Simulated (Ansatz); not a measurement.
Chalcopyrite CuInS2 was calculated with PBE-D4 (Ansatz, an electronic-structure program, PAW).

Input:

Ansatz 0.2 input:
```yaml
crystal:
  lattice:
    - [-2.7707503348, 2.7707503348, 5.579985069]
    - [2.7707503348, -2.7707503348, 5.579985069]
    - [2.7707503348, 2.7707503348, -5.579985069]
  atoms:
    - { symbol: In, position: [0.5, 0.5, 0.0] }
    - { symbol: In, position: [0.25, 0.75, 0.5] }
    - { symbol: Cu, position: [0.0, 0.0, 0.0] }
    - { symbol: Cu, position: [0.75, 0.25, 0.5] }
    - { symbol: S, position: [0.875, 0.9063946039, 0.5313946039] }
    - { symbol: S, position: [0.0936053961, 0.625, 0.9686053961] }
    - { symbol: S, position: [0.375, 0.3436053961, 0.4686053961] }
    - { symbol: S, position: [0.6563946039, 0.125, 0.0313946039] }
basis:
  ecutwfc: 520
  ecutrho_ratio: 4
  xc_grid: 2
kpoints:
  mp_grid: { grid: [10, 10, 10] }
hamiltonian:
  xc: pbe
  dispersion: d4
  pseudopotentials: { kind: paw }
scf:
  occupations: { method: fermi_dirac, width: 0.01 }
output:
  forces: true
  stress: true
  eigenvalues: true
relax:
  f_tol: 0.004
  escape_saddle: false
  max_steps: 80
  cell: { stress_tol: 0.02, fix: [volume] }
```

From the output:

```
Relaxation: its limit of steps is 80 (relax.max_steps)
Crystal: 8 atoms, lattice volume = 171.351 Å³
Basis set: ecut = 520 eV, 4621 PW (Γ), exchange–correlation on 108×108×108 points (8 copies of the dense FFT grid, shifted against one another)
Bands: 53, of which v1, the nominal top of the filled ones, is band 44 counted from 1 (43 counted from 0)
Symmetry: 8 space group operations
Space group: I-42d (ITA 122), of the structure as read, at distance tolerance 5.6e-5 Å
k-points: 102 of 1000 (time reversal used)
Functional: x = pbe(κ = 0.804, μ = 0.2195149727645171), c = pbe(β = 0.06672455060314922)
SCF iter   1: F=—  HF=-28060.999214 eV  |F-HF|=—  |Δ(HF+E_count)|=         —  Δρ=9.35e-4  dr2=9.83e-4
SCF iter   2: F=—  HF=-28061.000558 eV  |F-HF|=—  |Δ(HF+E_count)|=   1.34e-3  Δρ=4.03e-4  dr2=9.51e-5
  ...
SCF 1 converged in 6 iterations: F = -28061.000715 eV  dr2 = 8.85e-8
Crystal: 8 atoms, lattice volume = 171.351 Å³
Initial density: handed on by an earlier stage of this run
SCF 2 converged in 5 iterations: F = -28061.000946 eV  dr2 = 1.84e-8
Crystal: 8 atoms, lattice volume = 171.351 Å³
SCF 3 converged in 5 iterations: F = -28061.000978 eV  dr2 = 5.40e-9
Crystal: 8 atoms, lattice volume = 171.351 Å³
SCF iter   5: F=—  HF=-28061.000978 eV  |F-HF|=—  |Δ(HF+E_count)|=  4.37e-11  Δρ=9.82e-8  dr2=1.95e-11
SCF iter   6: F=-28061.000978 eV  HF=-28061.000978 eV  |F-HF|=1.46e-11  |Δ(HF+E_count)|=  3.27e-11  Δρ=2.47e-8  dr2=1.33e-12
SCF 4 converged in 6 iterations: F = -28061.000978 eV  dr2 = 1.33e-12
SCF converged after 6 iterations
Free energy (F): -28061.000978 eV
Internal energy: -28061.000920 eV  (E = F + TS)
E sigma→0 (E₀):  -28061.000949 eV
Fermi energy:    7.958943 eV
--- Forces (eV/Å), atoms counted from 1 ---
  atom   1  In    -0.00000000     0.00000000     0.00000000
  atom   2  In    -0.00000000     0.00000000    -0.00000000
  atom   3  Cu    -0.00000000     0.00000000     0.00000000
  atom   4  Cu    -0.00000000     0.00000000     0.00000000
  atom   5  S      0.00001601     0.00000000     0.00000000
  atom   6  S     -0.00000000    -0.00001601    -0.00000000
  atom   7  S     -0.00001601     0.00000000     0.00000000
  atom   8  S     -0.00000000     0.00001601     0.00000000
--- Stress (GPa, compression-positive) ---
       -1.382565      -0.000000      -0.000000
        0.000000      -1.382565       0.000000
       -0.000000       0.000000      -1.383174
  P = ⅓ Tr σ = -1.3828 GPa (-13.828 kbar)
```

The cell is one volume of an energy–volume scan, off the minimum.
